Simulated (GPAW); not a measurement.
# SnSe (Fm-3m) in GPAW: a series of runs

Aim: see how the results for SnSe move with the level of theory and the settings. Levels: r2SCAN, PBE. Tasks: single point.

Everything below comes from runs of GPAW 26.7.0. Logs are shortened: lines on timing, memory, paths and dates and some standing lists are left out, and cuts for length are marked. The log counts tension as positive stress, the text compression.

## Step 1: Starting point

The structure is cubic, space group Fm-3m (No. 225). Conventional cell: a = 6.020 Å, b = 6.020 Å, c = 6.020 Å, α = 90.00°, β = 90.00°, γ = 90.00°. Sn (site symmetry m-3m) is surrounded by 6 Se at 3.01 Å. Se (site symmetry m-3m) has 6 Sn at 3.01 Å as nearest neighbours.

Measurements of this composition are mostly on another form, of space group No. 62.

## Step 2: Single point, r2SCAN

Input file run.py:

```python
from ase import Atoms
from ase.dft.bandgap import bandgap
from ase.io import write
from ase.units import GPa
from gpaw import GPAW, PW

atoms = Atoms(['Sn', 'Se'],
              cell=[[0.0, 3.01, 3.01],
                    [3.01, 0.0, 3.01],
                    [3.01, 3.01, 0.0]],
              scaled_positions=[[0.0, 0.0, 0.0],
                                [0.5, 0.5, 0.5]],
              pbc=True)

calc = GPAW(mode=PW(400),
            xc='MGGA_X_R2SCAN+MGGA_C_R2SCAN',
            kpts={'size': (6, 6, 6), 'gamma': True},
            occupations={'name': 'fermi-dirac', 'width': 0.05},
            nbands=19,
            maxiter=120,
            txt='gpaw.txt')
atoms.calc = calc
energy = atoms.get_potential_energy()
forces = atoms.get_forces()
stress = atoms.get_stress()
calc.write('gs.gpw')
write('result.traj', atoms)
print(f'Energy: {energy:.6f} eV')
print('Forces (eV/A):')
print(forces.round(4))
print('Stress (GPa):', (stress / GPa).round(3))
print('Fermi level:', round(calc.get_fermi_level(), 4), 'eV')
print(f'Gap: {bandgap(calc)[0]:.4f} eV, direct: {bandgap(calc, direct=True)[0]:.4f} eV')
```

Potentials or basis: GPAW PAW data sets (gpaw-data 1.2.1), pw.

Launch:

```
$ OMP_NUM_THREADS=1 python run.py
```

gpaw.txt:

```text
__  _  _
 | _ |_)|_||  |
 |__||  | ||/\| - 26.7.0

Input parameters:
  mode=PW(ecut=400.0),
  kpts=MonkhorstPack(size=(6, 6, 6), gamma=True),
  maxiter=120,
  nbands=19,
  occupations=Occupations(name='fermi-dirac', width=0.05),
  xc=XC(name='MGGA_X_R2SCAN+MGGA_C_R2SCAN')

Diagonalizing LCAO Hamiltonian
Converting LCAO to pw mode

                Se

       Sn

Atoms  # Å, Bohr magnetons
|   | symbol |        x |        y |        z |    initial magnetic moments |
|---|--------|----------|----------|----------|-----------------------------|
| 0 |     Sn | 0.000000 | 0.000000 | 0.000000 | ( 0.0000,  0.0000,  0.0000) |
| 1 |     Se | 3.010000 | 3.010000 | 3.010000 | ( 0.0000,  0.0000,  0.0000) |

Unit cell  # Å
| periodic |        x |        y |        z |  lengths |    angles |
|----------|----------|----------|----------|----------|-----------|
|      yes | 0.000000 | 3.010000 | 3.010000 | 4.256783 | 60.000000 |
|      yes | 3.010000 | 0.000000 | 3.010000 | 4.256783 | 60.000000 |
|      yes | 3.010000 | 3.010000 | 0.000000 | 4.256783 | 60.000000 |

Number of symmetries: 48
Symmetry operations  # r_c * U_cc + t_c -> r_c
|    | kind |            matrix            |
|----|------|------------------------------|
|  0 |  σ   |  1, 0, 0,  1, 0,-1,  1,-1, 0 |
|  1 |  C2  |  1, 0, 0,  1,-1, 0,  1, 0,-1 |
|  2 |  E   |  1, 0, 0,  0, 1, 0,  0, 0, 1 |
|  3 |  σ   |  1, 0, 0,  0, 0, 1,  0, 1, 0 |
|  4 |  C4  |  1, 0,-1,  1, 0, 0,  1,-1, 0 |
|  5 |  S6  |  1, 0,-1,  1,-1, 0,  1, 0, 0 |
|  6 |  σ   |  1, 0,-1,  0, 1,-1,  0, 0,-1 |
|  7 |  C3  |  1, 0,-1,  0, 0,-1,  0, 1,-1 |
|  8 |  S6  |  1,-1, 0,  1, 0, 0,  1, 0,-1 |
|  9 |  C4  |  1,-1, 0,  1, 0,-1,  1, 0, 0 |
| 10 |  C3  |  1,-1, 0,  0,-1, 1,  0,-1, 0 |
| 11 |  σ   |  1,-1, 0,  0,-1, 0,  0,-1, 1 |
| 12 |  σ   |  0, 1, 0,  1, 0, 0,  0, 0, 1 |
| 13 |  C4  |  0, 1, 0,  0, 1,-1, -1, 1, 0 |
| 14 |  C3  |  0, 1, 0,  0, 0, 1,  1, 0, 0 |
| 15 |  S6  |  0, 1, 0, -1, 1, 0,  0, 1,-1 |
| 16 |  C2  |  0, 1,-1,  1, 0,-1,  0, 0,-1 |
| 17 |  σ   |  0, 1,-1,  0, 1, 0, -1, 1, 0 |
| 18 |  S4  |  0, 1,-1,  0, 0,-1,  1, 0,-1 |
| 19 |  C4  |  0, 1,-1, -1, 1, 0,  0, 1, 0 |
| 20 |  C3  |  0, 0, 1,  1, 0, 0,  0, 1, 0 |
| 21 |  σ   |  0, 0, 1,  0, 1, 0,  1, 0, 0 |
| 22 |  S6  |  0, 0, 1,  0,-1, 1, -1, 0, 1 |
| 23 |  C4  |  0, 0, 1, -1, 0, 1,  0,-1, 1 |
| 24 |  S4  |  0, 0,-1,  1, 0,-1,  0, 1,-1 |
| 25 |  C3  |  0, 0,-1,  0, 1,-1,  1, 0,-1 |
| 26 |  C2  |  0, 0,-1,  0,-1, 0, -1, 0, 0 |
| 27 |  S6  |  0, 0,-1, -1, 0, 0,  0,-1, 0 |
| 28 |  S4  |  0,-1, 1,  1,-1, 0,  0,-1, 0 |
| 29 |  C4  |  0,-1, 1,  0, 0, 1, -1, 0, 1 |
| 30 |  C2  |  0,-1, 1,  0,-1, 0,  1,-1, 0 |
| 31 |  σ   |  0,-1, 1, -1, 0, 1,  0, 0, 1 |
| 32 |  C3  |  0,-1, 0,  1,-1, 0,  0,-1, 1 |
| 33 |  S6  |  0,-1, 0,  0, 0,-1, -1, 0, 0 |
| 34 |  S4  |  0,-1, 0,  0,-1, 1,  1,-1, 0 |
| 35 |  C2  |  0,-1, 0, -1, 0, 0,  0, 0,-1 |
| 36 |  C2  | -1, 1, 0,  0, 1, 0,  0, 1,-1 |
| 37 |  S6  | -1, 1, 0,  0, 1,-1,  0, 1, 0 |
| 38 |  S4  | -1, 1, 0, -1, 0, 1, -1, 0, 0 |
| 39 |  C3  | -1, 1, 0, -1, 0, 0, -1, 0, 1 |
| 40 |  S6  | -1, 0, 1,  0, 0, 1,  0,-1, 1 |
| 41 |  C2  | -1, 0, 1,  0,-1, 1,  0, 0, 1 |
| 42 |  C3  | -1, 0, 1, -1, 1, 0, -1, 0, 0 |
| 43 |  S4  | -1, 0, 1, -1, 0, 0, -1, 1, 0 |
| 44 |  C2  | -1, 0, 0,  0, 0,-1,  0,-1, 0 |
| 45 |  i   | -1, 0, 0,  0,-1, 0,  0, 0,-1 |
| 46 |  σ   | -1, 0, 0, -1, 1, 0, -1, 0, 1 |
| 47 |  C2  | -1, 0, 0, -1, 0, 1, -1, 1, 0 |

BZ-sampling:
  Number of BZ points: 216
  Number of IBZ points: 16

  Monkhorst-Pack size: [6, 6, 6]
  Monkhorst-Pack shift: [0.08333333333333333, 0.08333333333333333, 0.08333333333333333]

K-points  # in reciprocal-cell coordinates
|     |                                coordinates |     weight |
|-----|--------------------------------------------|------------|
|   0 | (  0.00000000,   0.00000000,   0.00000000) | 0.00462963 |
|   1 | (  0.16666667,   0.16666667,   0.00000000) | 0.02777778 |
|   2 | (  0.16666667,   0.16666667,   0.16666667) | 0.03703704 |
|   3 | (  0.33333333,   0.16666667,   0.16666667) | 0.05555556 |
|   4 | (  0.33333333,   0.33333333,  -0.33333333) | 0.05555556 |
|   5 | (  0.33333333,   0.33333333,   0.00000000) | 0.02777778 |
|   6 | (  0.33333333,   0.33333333,   0.16666667) | 0.11111111 |
|   7 | (  0.33333333,   0.33333333,   0.33333333) | 0.03703704 |
|   8 | (  0.50000000,   0.33333333,  -0.33333333) | 0.11111111 |
|   9 | (  0.50000000,   0.33333333,  -0.16666667) | 0.05555556 |
| ... |                                            |            |
|  15 | (  0.50000000,   0.50000000,   0.50000000) | 0.01851852 |

Plane wave coefficients: 1002
Cutoff: 400.0 eV

Spin-components: 1 (collinear spins)
Bands:           19
Projectors:      11
Spin-degeneracy: 2
Datatype:        complex128

Parallelization:
  kpt:    1
  domain: 1
  band:   1

Density:
  Valence electrons: 20.0
  Components: 1
  Grid points: [20 20 20]
  Charge: 0.0  # |e|

Potential:
  Grid points: [20 20 20]

species:
  Sn:
    name:    Tin
    Z:       50.0
    valence: 14
    core:    36
    charge:  0.0  # [|e|]
    compensation charges:
      type: gauss
      rc: 0.38  # [Å]
      lmax: 2
    cutoffs:
      filter: 2.23  # [Å]
      core: 2.35  # [Å]
    projectors
    | kind |    occ | energy [eV] | rcut [Å] |
    |------|--------|-------------|----------|
    |   5s |  2.000 |     -10.538 |    1.201 |
    |   5p |  2.000 |      -3.696 |    1.270 |
    |   4d | 10.000 |     -25.845 |    1.185 |
    |    s |        |      16.674 |    1.201 |
    |    p |        |      23.515 |    1.270 |
    |    d |        |       1.367 |    1.185 |

    Using partial waves for Sn as LCAO basis

  Se:
    name:    Selenium
    Z:       34.0
    valence: 6
    core:    28
    charge:  0.0  # [|e|]
    compensation charges:
      type: gauss
      rc: 0.27  # [Å]
      lmax: 2
    cutoffs:
      filter: 1.77  # [Å]
      core: 2.67  # [Å]
    projectors
    | kind |    occ | energy [eV] | rcut [Å] |
    |------|--------|-------------|----------|
    |   4s |  2.000 |     -17.277 |    0.847 |
    |   4p |  4.000 |      -6.512 |    1.005 |
    |    s |        |       9.935 |    0.847 |
    |    p |        |      20.699 |    1.005 |
    |    d |        |       0.000 |    0.847 |

    Using partial waves for Se as LCAO basis

Reference energy: -234114.225438  # eV

eigensolver:
  PPCG
  Converge bands: occupied
  niter=2

density mixing:
  MSR1-Mixer
  Pratt-step length: 0.05
  Maximum mixing coefficient: 0.75
  Old densities: 10
  SVD Regularization: 0.005
  Good broyden scale: 1.0
  Trust region scale: 1.0
  Backstep threshold: 4.0
  History deletion threshold: 6.0
  Fourier metric: weight=20.0, sigma=0.015

occupation numbers:
  Fermi-Dirac:
    width: 0.0500  # eV

poisson solver:
  ecut: 3200.0  # eV

xc functional:
  name: MGGA_X_R2SCAN+MGGA_C_R2SCAN with 2 nearest neighbor stencil

convergence criteria:
- Maximum [total energy] change in last 3 cyles: 0.0005 eV / valence electron
- Maximum integral of absolute [dens]ity change: 0.0001 electrons / valence electron
- Maximum integral of absolute [eigenst]ate change: 4e-08 eV^2 / valence electron
maximum number of iterations: 120

SCF iterations
|iter     | |      energy | eigst |  dens |
|---------|-|-------------|-------|-------|
|iter:   1| |  -34.961728 | -0.28 |       |
|iter:   2| |  -32.145499 | -1.31 | -1.33 |
|iter:   3| |-10235550.460856 | +6.40 | -1.30 |
|iter:   4| |   -7.460520 | +1.67 | +2.47 |
|iter:   5| |  -32.157887 | +0.85 | -0.54 |
|iter:   6| |  -32.048409 | -1.24 | -1.39 |
|iter:   7| |  -32.048544 | -2.98 | -1.91 |
|iter:   8| |  -32.043395c| -3.04 | -2.01 |
|iter:   9| |  -32.043179c| -4.26 | -2.44 |
|iter:  10| |  -32.042331c| -4.88 | -2.52 |
|iter:  11| |  -32.042126c| -5.29 | -2.82 |
|iter:  12| |  -32.042080c| -5.87 | -3.13 |
|iter:  13| |  -32.042064c| -6.03 | -3.43 |
|iter:  14| |  -32.042064c| -7.75c| -4.51c|

Converged in 14 steps
Energy contributions relative to reference atoms: (reference = -234114.225438)

Energy contributions:
  Kinetic:          16.049714
  Coulomb:         -15.801423
  Zero:             -0.171529
  External:          0.000000
  Xc:              -32.118724
  Entropy:          -0.000203
  Spinorbit:         0.000000
  ----------------------------
  Free energy:     -32.042165
  Extrapolated:    -32.042064

dipole moment: (-20.310453, -20.310453, -20.310453)  # |e|*Ang

Fermi level: 6.408
Eigenvalues  # (at kpt = [0.000, 0.000, 0.000])
| band index |      eig [eV] | occ [0-2] |
|------------|---------------|-----------|
|          0 |       -16.373 |     2.000 |
|        ... |               |           |
|          2 |       -16.365 |     2.000 |
|          3 |       -16.365 |     2.000 |
|          4 |       -16.365 |     2.000 |
|          5 |        -8.543 |     2.000 |
|          6 |         0.937 |     2.000 |
|          7 |         3.530 |     2.000 |
[... 9 lines left out ...]
|         17 |        14.509 |     0.000 |
|         18 |        14.730 |     0.000 |

Gap: 0.463 eV
Transition (v -> c):
  (s=0, k=15, n=9, [0.50, 0.50, 0.50]) -> (s=0, k=15, n=10, [0.50, 0.50, 0.50])
No difference between direct/indirect transitions

Forces  # eV/Ang
|       x |       y |       z |
|---------|---------|---------|
| 0.00000 | 0.00000 | 0.00000 |  # Sn   0
| 0.00000 | 0.00000 | 0.00000 |  # Se   1

Stress tensor  # eV/Ang^3
|         x |         y |         z |
|-----------|-----------|-----------|
|  0.016724 | -0.000000 | -0.000000 |
| -0.000000 |  0.016724 |  0.000000 |
| -0.000000 |  0.000000 |  0.016724 |

# Writing to gs.gpw (mode='')
```

Wall time 17 s (1 thread of Arm Neoverse V2, shared host); peak memory 0.26 GiB.

These settings aren't checked as converged: the numbers below hold their error.

Results:

```yaml
Free_energy: -32.0422 eV
Pressure: -2.7 GPa
Band_gap_on_the_k_mesh: 0.46 eV, direct
```

Caveat: the cutoff is short for stress and forces, so pressures can be off by a GPa or more; the PAW data sets were made with another functional, which shifts forces and pressure a little; spin-orbit coupling is left out, which moves the levels of the heavy elements.

## Step 3: Single point, PBE

run.py: that of step 2 with these lines changed.

```diff
@@ -14,4 +14,4 @@
 
-calc = GPAW(mode=PW(400),
-            xc='MGGA_X_R2SCAN+MGGA_C_R2SCAN',
+calc = GPAW(mode=PW(450),
+            xc='PBE',
             kpts={'size': (6, 6, 6), 'gamma': True},
```

Potentials or basis: GPAW PAW data sets (gpaw-data 1.2.1), pw.

Launch:

```
$ OMP_NUM_THREADS=1 python run.py
```

Wall time 8.8 s (1 thread of Arm Neoverse V1, shared host); peak memory 0.14 GiB.

Results (log left out):

```yaml
Free_energy: -8.3845 eV
Pressure: -0.5 GPa
Band_gap_on_the_k_mesh: 0.59 eV, direct
```

Levels at points of the mesh, in eV from the valence-band top:
```csv
k point,band 8,band 9,band 10,band 11,band 12,band 13
"(0.00, 0.00, 0.00)",-2.20,-2.20,-2.20,4.32,4.32,4.32
"(0.50, 0.50, 0.00)",-5.47,-3.64,-3.64,3.04,5.34,5.34
"(0.50, 0.50, 0.50)",-1.95,-1.95,0.00,0.59,1.25,1.25
```

Caveat: the cutoff is short for stress and forces, so pressures can be off by a GPa or more; spin-orbit coupling is left out, which moves the levels of the heavy elements.
